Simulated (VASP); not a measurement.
## A VASP 6.6.1 single-point calculation on Si

INCAR

```
LASPH = .TRUE.
LWAVE = .FALSE.
NSW = 0
NELM = 120
ISMEAR = 1
IBRION = -1
PREC = Accurate
SIGMA = 0.1
NBANDS = 11
ENCUT = 520
GGA = PE
EDIFF = 1E-7
LREAL = .FALSE.
ISIF = 2
LCHARG = .FALSE.
```

KPOINTS

```
KPOINTS created by Atomic Simulation Environment
0
Gamma
8 8 8
0 0 0
```

POSCAR

```
Si
 1.0000000000000000
     0.0000000000000000    2.6132341397999999    2.6132341397999999
     2.6132341397999999    0.0000000000000000    2.6132341397999999
     2.6132341397999999    2.6132341397999999    0.0000000000000000
 Si
   2
Cartesian
  0.0000000000000000  0.0000000000000000  0.0000000000000000
  1.3066170698999999  1.3066170698999999  1.3066170698999999
```

The recommended PBE PAW datasets give the neutral cell 8 valence electrons.

Command

```
mpirun -np 1 vasp_std
```

OSZICAR

```
N       E                     dE             d eps       ncg     rms          rms(c)
DAV:   1     0.759283284698E+01    0.75928E+01   -0.31948E+03   638   0.562E+02
DAV:   2    -0.102544061458E+02   -0.17847E+02   -0.16779E+02   816   0.887E+01
DAV:   3    -0.108659643011E+02   -0.61156E+00   -0.60565E+00   828   0.135E+01
DAV:   4    -0.108706749906E+02   -0.47107E-02   -0.47095E-02   725   0.137E+00
DAV:   5    -0.108707095268E+02   -0.34536E-04   -0.34536E-04   826   0.124E-01    0.567E+00
DAV:   6    -0.106888673564E+02    0.18184E+00   -0.11361E-01   689   0.138E+00    0.349E+00
DAV:   7    -0.106119256674E+02    0.76942E-01   -0.19909E-01   710   0.195E+00    0.324E-01
DAV:   8    -0.106130599117E+02   -0.11342E-02   -0.75263E-03   713   0.483E-01    0.923E-02
DAV:   9    -0.106132188347E+02   -0.15892E-03   -0.14740E-04   779   0.802E-02    0.675E-02
DAV:  10    -0.106132445939E+02   -0.25759E-04   -0.23419E-05   735   0.280E-02    0.114E-02
DAV:  11    -0.106132445377E+02    0.56189E-07   -0.19290E-06   792   0.724E-03    0.409E-03
DAV:  12    -0.106132445778E+02   -0.40109E-07   -0.38003E-07   695   0.402E-03
   1 F= -.10613245E+02 E0= -.10613256E+02  d E =0.342530E-04
```

Standard output (part)

```
POSCAR found type information on POSCAR Si
 POSCAR found :  1 types and       2 ions
 LDA part: xc-table for (Slater+PW92), standard interpolation
 POSCAR, INCAR and KPOINTS ok, starting setup
 WAVECAR not read
 entering main loop
```

From OUTCAR

```
k-points           NKPTS =     29   k-points in BZ     NKDIM =     29   number of bands    NBANDS=     11

   NELECT =       8.0000    total number of electrons

   dimension x,y,z NGX =    28 NGY =   28 NGZ =   28
   dimension x,y,z NGXF=    56 NGYF=   56 NGZF=   56

  energy-cutoff  :      520.00
  volume of cell :       35.69
      direct lattice vectors                 reciprocal lattice vectors
     0.000000000  2.613234140  2.613234140    -0.191333793  0.191333793  0.191333793
     2.613234140  0.000000000  2.613234140     0.191333793 -0.191333793  0.191333793
     2.613234140  2.613234140  0.000000000     0.191333793  0.191333793 -0.191333793

 k-points in reciprocal lattice and weights: KPOINTS created by Atomic Simulation Env
   0.00000000  0.00000000  0.00000000       0.002
   0.12500000  0.00000000  0.00000000       0.016
   0.25000000  0.00000000  0.00000000       0.016
   0.37500000  0.00000000  0.00000000       0.016
   0.50000000  0.00000000  0.00000000       0.008
   0.12500000  0.12500000  0.00000000       0.012
   0.25000000  0.12500000  0.00000000       0.047
   0.37500000  0.12500000  0.00000000       0.047
   ...

 E-fermi :   7.1387

 k-point     1 :       0.0000    0.0000    0.0000
  band No.  band energies     occupation
      1      -5.7357      2.00000
      2       7.0545      2.00011
      3       7.0545      2.00011
      4       7.0545      2.00011
      5       9.6574      0.00000
      6       9.6574      0.00000
      7       9.6574      0.00000
      8      11.8057      0.00000
      9      14.8203      0.00000
     10      14.8203      0.00000
     11      15.4924      0.00000

 k-point     2 :       0.1250    0.0000    0.0000
  band No.  band energies     occupation
      1      -5.5105      2.00000
      2       5.3959      2.00000
      3       6.7311      2.00000
      4       6.7311      2.00000
      5       9.8282      0.00000
      6      10.1315      0.00000
      7      10.1315      0.00000
      8      12.9261      0.00000
      9      14.2900      0.00000
     10      14.2900      0.00000
     11      16.3373      0.00000

 k-point     3 :       0.2500    0.0000    0.0000
  band No.  band energies     occupation
      1      -4.8509      2.00000
      2       2.8882      2.00000
      3       6.2203      2.00000
      4       6.2203      2.00000
      5       9.4648      0.00000
      6      10.6395      0.00000
      7      10.6395      0.00000
      8      14.2865      0.00000
      9      14.2865      0.00000
     10      14.9312      0.00000
     11      16.5009      0.00000

 k-point     4 :       0.3750    0.0000    0.0000
  band No.  band energies     occupation
      1      -3.8464      2.00000
      2       0.6694      2.00000
      3       5.8736      2.00000
      4       5.8736      2.00000
      5       9.1248     -0.00000
      6      10.4718      0.00000
      7      10.4718      0.00000
      8      15.1461      0.00000
      9      15.8709      0.00000
     10      15.8709      0.00000
     11      17.8509      0.00000

 k-point     5 :       0.5000    0.0000    0.0000
  band No.  band energies     occupation
      1      -3.0962      2.00000
      2      -0.4964      2.00000
      3       5.7566      2.00000
      4       5.7566      2.00000
      5       9.0025     -0.00000
      6      10.3166      0.00000
      7      10.3166      0.00000
      8      14.9140      0.00000
      9      17.8969      0.00000
     10      17.8969      0.00000
     11      19.1090      0.00000

 ...

  Total        3.5917536      3.5917536      3.5917536     -0.0000000      0.0000000      0.0000000
  in kB      161.2323396    161.2323396    161.2323396     -0.0000000      0.0000000      0.0000000
  external PRESSURE =     161.2323396 kB  Pullay stress =       0.0000000 kB

 POSITION                                       TOTAL-FORCE (eV/Angst)
 -----------------------------------------------------------------------------------
      0.00000      0.00000      0.00000        -0.000000      0.000000     -0.000000
      1.30662      1.30662      1.30662         0.000000     -0.000000      0.000000
 -----------------------------------------------------------------------------------
    total drift:                                0.000000      0.000000      0.000000

  FREE ENERGIE OF THE ION-ELECTRON SYSTEM (eV)
  ---------------------------------------------------
  free  energy   TOTEN  =       -10.6132445778 eV

  energy  without entropy=      -10.6132788308  energy(sigma->0) =      -10.61325600
```

It converged. Results: gap between bands v and c on the k mesh 0.41 eV; least direct gap on the k mesh 2.60 eV; pressure 16.1 GPa. Band v is the last that the valence electrons fill when counted band by band, and c is the next.

For comparison, a separate PBE run of the intended cell, on usual settings and not on those above, gives a gap of 0.41 eV on its mesh and a pressure of 16.1 GPa.

The run above took about 11 s on one core of a shared host (Intel Xeon Platinum 8488C) and held 0.15 GiB at most.
